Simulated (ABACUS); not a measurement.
Al under changes of volume

One of the cells (16.669 Å³/atom); the others are scaled copies at fixed shape and fractional positions:

```
Al
1.0
     2.81246    0.00000    0.00000
    -1.40623    2.43566    0.00000
     0.00000    0.00000    4.86685
Al
2
Direct
  0.33333 0.66667 0.25000
  0.66667 0.33333 0.75000
```

This isn't the form of Al at room conditions, which is fcc.

```yaml
Program: ABACUS 3.10.1
Functional: PBE
Potentials_or_basis: PseudoDojo NC SR 0.4.1 PBE standard
Cutoff: 558 eV
Density_cutoff: 2231 eV
Basis: plane waves
k_mesh: 11 × 11 × 6
Occupations: fermi-dirac, width 0.05 eV
Spin: no spin polarisation
```

```tsv
volume (Å³/atom)	energy over the lowest point (meV/atom)	pressure (GPa)
15.669	?	?
16.003	6.47	3.3
16.336	1.46	1.5
16.669	0.00	-0.1
17.003	1.71	-1.5
17.336	6.28	-2.8
17.670	13.39	-3.9
```

Q: What does the run at 15.669 Å³/atom give?

A: Energy over the lowest point 15.41 meV/atom; pressure 5.3 GPa.

Worked out: A Birch-Murnaghan fit of order 3 (a polynomial in V^(-2/3)) to the other rows has its minimum at 16.65 Å³/atom with B0 = V·E''(V) = 77 GPa and B' = 4.6 at fixed shape and positions, which overstates the stiffness. It gives 15.49 meV/atom at 15.669 Å³/atom, against the run's 15.41, and -dE/dV = 5.4 GPa, against 5.3.

Energies are extrapolated to zero smearing.
